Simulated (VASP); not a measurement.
# Y: generalised stacking fault

Y, P6_3/mmc (no. 194), 8 atoms in the cell. PBE, constrained relaxations along a path; PAW potentials Y_sv (PBE set).

Path: generalised stacking fault, a/3<10-10> on (0001); Layers in the cell: 8.

## Input

INCAR:
```
  ALGO = Normal
  EDIFF = 1E-6
  EDIFFG = -0.02
  ENCUT = 250
  IBRION = 2
  ISIF = 2
  ISMEAR = 1
  ISYM = 2
  KPAR = 8
  LASPH = True
  LCHARG = False
  LREAL = False
  LWAVE = False
  NELM = 100
  NSW = 100
  POTIM = 0.5
  PREC = Normal
  SIGMA = 0.2
```

KPOINTS:
```
k-points
0
Gamma
  14 14 2
```

POSCAR.step1:
```
Y
1.0
    3.6474000000      0.0000000000      0.0000000000
    1.8237000000      3.1587410578      0.0000000000
    0.0000000000      0.0000000000     22.9224000000
Y
8
Selective dynamics
Direct
   -0.3333333333      0.6666666667      0.0000000000  F F T
    0.0000000000      0.0000000000      0.1250000000  F F T
   -0.3333333333      0.6666666667      0.2500000000  F F T
    0.0000000000      0.0000000000      0.3750000000  F F T
   -0.3333333333      0.6666666667      0.5000000000  F F T
    0.0000000000      0.0000000000      0.6250000000  F F T
   -0.3333333333      0.6666666667      0.7500000000  F F T
    0.0000000000      0.0000000000      0.8750000000  F F T
```

POSCAR.step2:
```
Y
1.0
    3.6474000000      0.0000000000      0.0000000000
    1.8237000000      3.1587410578      0.0000000000
   -0.3647400000     -0.2105827372     22.9224000000
Y
8
Selective dynamics
Direct
   -0.3333333333      0.6666666667      0.0000000000  F F T
    0.0083333333      0.0083333333      0.1250000000  F F T
   -0.3166666667      0.6833333333      0.2500000000  F F T
    0.0250000000      0.0250000000      0.3750000000  F F T
   -0.3000000000      0.7000000000      0.5000000000  F F T
    0.0416666667      0.0416666667      0.6250000000  F F T
   -0.2833333333      0.7166666667      0.7500000000  F F T
    0.0583333333      0.0583333333      0.8750000000  F F T
```

POSCAR.step3:
```
Y
1.0
    3.6474000000      0.0000000000      0.0000000000
    1.8237000000      3.1587410578      0.0000000000
   -0.7294800000     -0.4211654744     22.9224000000
Y
8
Selective dynamics
Direct
   -0.3333333333      0.6666666667      0.0000000000  F F T
    0.0166666667      0.0166666667      0.1250000000  F F T
   -0.3000000000      0.7000000000      0.2500000000  F F T
    0.0500000000      0.0500000000      0.3750000000  F F T
   -0.2666666667      0.7333333333      0.5000000000  F F T
    0.0833333333      0.0833333333      0.6250000000  F F T
   -0.2333333333      0.7666666667      0.7500000000  F F T
    0.1166666667      0.1166666667      0.8750000000  F F T
```

POSCAR.step4:
```
Y
1.0
    3.6474000000      0.0000000000      0.0000000000
    1.8237000000      3.1587410578      0.0000000000
   -0.9118500000     -0.5264568430     22.9224000000
Y
8
Selective dynamics
Direct
   -0.3333333333      0.6666666667      0.0000000000  F F T
    0.0208333333      0.0208333333      0.1250000000  F F T
   -0.2916666667      0.7083333333      0.2500000000  F F T
    0.0625000000      0.0625000000      0.3750000000  F F T
   -0.2500000000      0.7500000000      0.5000000000  F F T
    0.1041666667      0.1041666667      0.6250000000  F F T
   -0.2083333333      0.7916666667      0.7500000000  F F T
    0.1458333333      0.1458333333      0.8750000000  F F T
```

POSCAR.step5:
```
Y
1.0
    3.6474000000      0.0000000000      0.0000000000
    1.8237000000      3.1587410578      0.0000000000
   -1.0942200000     -0.6317482116     22.9224000000
Y
8
Selective dynamics
Direct
   -0.3333333333      0.6666666667      0.0000000000  F F T
    0.0250000000      0.0250000000      0.1250000000  F F T
   -0.2833333333      0.7166666667      0.2500000000  F F T
    0.0750000000      0.0750000000      0.3750000000  F F T
   -0.2333333333      0.7666666667      0.5000000000  F F T
    0.1250000000      0.1250000000      0.6250000000  F F T
   -0.1833333333      0.8166666667      0.7500000000  F F T
    0.1750000000      0.1750000000      0.8750000000  F F T
```

POSCAR.step6:
```
Y
1.0
    3.6474000000      0.0000000000      0.0000000000
    1.8237000000      3.1587410578      0.0000000000
   -1.4589600000     -0.8423309487     22.9224000000
Y
8
Selective dynamics
Direct
   -0.3333333333      0.6666666667      0.0000000000  F F T
    0.0333333333      0.0333333333      0.1250000000  F F T
   -0.2666666667      0.7333333333      0.2500000000  F F T
    0.1000000000      0.1000000000      0.3750000000  F F T
   -0.2000000000      0.8000000000      0.5000000000  F F T
    0.1666666667      0.1666666667      0.6250000000  F F T
   -0.1333333333      0.8666666667      0.7500000000  F F T
    0.2333333333      0.2333333333      0.8750000000  F F T
```

POSCAR.step7:
```
Y
1.0
    3.6474000000      0.0000000000      0.0000000000
    1.8237000000      3.1587410578      0.0000000000
   -1.8237000000     -1.0529136859     22.9224000000
Y
8
Selective dynamics
Direct
   -0.3333333333      0.6666666667      0.0000000000  F F T
    0.0416666667      0.0416666667      0.1250000000  F F T
   -0.2500000000      0.7500000000      0.2500000000  F F T
    0.1250000000      0.1250000000      0.3750000000  F F T
   -0.1666666667      0.8333333333      0.5000000000  F F T
    0.2083333333      0.2083333333      0.6250000000  F F T
   -0.0833333333      0.9166666667      0.7500000000  F F T
    0.2916666667      0.2916666667      0.8750000000  F F T
```

Commands (each step's output is kept before the next begins):
```
cat potpaw_PBE.64/Y_sv/POTCAR > POTCAR
# POSCAR: c tilted by 0 of a/3<10-10> on (0001)
cp POSCAR.step1 POSCAR
mpirun -np 8 vasp_std > vasp.out
# POSCAR: c tilted by 0.2 of a/3<10-10> on (0001)
cp POSCAR.step2 POSCAR
mpirun -np 8 vasp_std > vasp.out
# POSCAR: c tilted by 0.4 of a/3<10-10> on (0001)
cp POSCAR.step3 POSCAR
mpirun -np 8 vasp_std > vasp.out
# POSCAR: c tilted by 0.5 of a/3<10-10> on (0001)
cp POSCAR.step4 POSCAR
mpirun -np 8 vasp_std > vasp.out
# POSCAR: c tilted by 0.6 of a/3<10-10> on (0001)
cp POSCAR.step5 POSCAR
mpirun -np 8 vasp_std > vasp.out
# POSCAR: c tilted by 0.8 of a/3<10-10> on (0001)
cp POSCAR.step6 POSCAR
mpirun -np 8 vasp_std > vasp.out
# POSCAR: c tilted by 1 of a/3<10-10> on (0001)
cp POSCAR.step7 POSCAR
mpirun -np 8 vasp_std > vasp.out
```

## Result

- Unstable fault energy (mJ/m²): 171
- Energy at the end of the slip (mJ/m²): 73
- Ionic steps, all stages: 50
- Electronic steps, all stages: 608

Energy along the slip:

| Share of the slip | Fault energy (mJ/m²) |
|---|---|
| 0 | 0 |
| 0.2 | 59 |
| 0.4 | 148 |
| 0.5 | 169 |
| 0.6 | 167 |
| 0.8 | 114 |
| 1 | 73 |

Limits: the faults repeat once a cell, and the in-plane lattice is that of the given cell.

VASP 6.6.1 took 2285 s on 8 cores (Intel Xeon Platinum 8259CL @ 2.50GHz (Skylake/Cascade Lake)), a shared host.
